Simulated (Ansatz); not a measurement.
**PbS (Fm-3m)**

Method: DFT PBE+D3(BJ), scalar-relativistic, plane waves, PAW (Ansatz).

Plane waves to 420 eV, a k mesh through Γ of 8×8×6 on the computed 4-atom cell and Gaussian smearing (0.02 eV); no spin polarisation.

The structure is relaxed at this level of theory with its symmetry kept.

```yaml
crystal:
  lattice:
    - [2.96148, -2.96704, 0.18162]
    - [2.96148, 2.96704, 0.18162]
    - [-0.36332, 0.00000, 5.92430]
  atoms:
    - { symbol: Pb, position: [0.75000, 0.75000, 0.74995] }
    - { symbol: Pb, position: [0.25000, 0.25000, 0.25005] }
    - { symbol: S, position: [0.25001, 0.25001, 0.74985] }
    - { symbol: S, position: [0.74999, 0.74999, 0.25015] }
```

* Space group: Fm-3m (No. 225)
* Volume per atom: 26.13 Å³
* Kohn–Sham band gap: 0.36 eV
* Löwdin character of the top 1 eV of the valence band: S 3p 69 %, Pb 6s 19 %, Pb 6p 9 %
* Löwdin character of the lowest 1 eV of the conduction band: Pb 6p 69 %, S 3s 15 %, S 3p 10 %, unprojected 4 %
* Bader charges (e): Pb (2 in the cell) 1.00, S (2 in the cell) -1.00

Spin-orbit coupling is left out, which matters for the bands of heavy elements.

Cost: 1 run of about 1 core-minutes, on Arm Neoverse V1 (shared hosts).